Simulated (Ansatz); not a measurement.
Ansatz input file:

```yaml
crystal:
  lattice:
    - [-1.6225243635, 1.6225243635, 1.6225243635]
    - [1.6225243635, -1.6225243635, 1.6225243635]
    - [1.6225243635, 1.6225243635, -1.6225243635]
  atoms:
    - { symbol: Ag, position: [0.0, 0.0, 0.0] }
basis:
  ecutwfc: 500
kpoints:
  mp_grid: { grid: [18, 18, 18] }
hamiltonian:
  xc: r2scan
scf:
  occupations: { method: gaussian, width: 0.1 }
output:
  forces: true
  stress: true
  eigenvalues: true
```

Run as
```bash
ansatz run input.yaml --threads 1 --pin off --max-ram 1331MiB --backend cpu --events-out ev --progress --plain --runs-dir out
```

Computed with DFT r2SCAN, scalar-relativistic, plane waves, PAW in Ansatz.

Part of what the program printed, abridged (final results; tables in files aren't shown):

```
SCF 1 converged in 6 iterations: F = -7603.905953 eV  dr2 = 3.54e-8
SCF converged after 6 iterations
Free energy (F): -7603.905953 eV
Harris-Foulkes:  -7603.905953 eV  (|F-HF|=2.38e-8)
Internal energy: -7603.903538 eV  (E = F + TS)
E sigma→0 (E₀):  -7603.904746 eV
Entropy (-TS):   -0.002415 eV (-2.415 meV/atom)
Fermi energy:    17.346621 eV
--- Per-component energies (eV) ---
  E_band       = -254.954596
  E_kinetic    = 528.390165
  E_local      = -2201.309523  (includes V_loc(G=0)·N_el)
  E_nonlocal   = 81.264520
  E_hartree    = 1004.112345
  E_xc         = -178.570364
  E_vxc        = -263.077624  (∫ρ·V_xc dr)
  E_paw        = -3922.421437  (= ΣΔE_a)
  E_vpaw       = -427.370358  (= ΣTr[D̂ρ^β])
  E_aug_tail   = 0.000056  (compensation charges beyond the density's cutoff)
  E_vtau       = 18.932586  (kinetic-family band-sum trace: ∫τ·v_τ [+ j·A + Jᵃ·Aᵃ] dr)
  E_ewald      = -2914.859991
  E_core_change = -0.509311  (= ΣΔE_core)
  E_smearing   = -0.002415  (= −TS)
--- Forces (eV/Å), atoms counted from 1 ---
  atom   1  Ag     0.00000000     0.00000000     0.00000000
--- Stress (GPa, compression-positive) ---
        2.240963       0.000000       0.000000
        0.000000       2.240963       0.000000
        0.000000       0.000000       2.240963
  P = ⅓ Tr σ = 2.2410 GPa (22.410 kbar)
--- Band table (eV; the first three rows and the last of 195) ---
  k-point 0: bands = ["-77.3554", "-39.8796", "-39.8796", "-39.8796", "9.3891", "12.0464", "12.0464", "12.0464", "13.3945", "13.3945", "35.7232", "35.7232", "35.7232", "42.4209"]
  k-point 1: bands = ["-77.3548", "-39.8849", "-39.8815", "-39.8795", "9.4950", "12.0206", "12.0509", "12.1064", "13.3659", "13.3963", "35.4848", "35.6998", "35.7994", "40.8688"]
  k-point 2: bands = ["-77.3531", "-39.9002", "-39.8870", "-39.8794", "9.7998", "11.9472", "12.0677", "12.2825", "13.2959", "13.4021", "34.6323", "35.5048", "36.0158", "39.7264"]
  k-point 194: bands = ["-77.3198", "-40.0128", "-40.0128", "-40.0128", "10.5800", "10.5800", "14.1849", "14.1849", "14.1849", "24.5692", "24.5692", "24.5692", "30.6390", "31.2263"]
```

The run converged.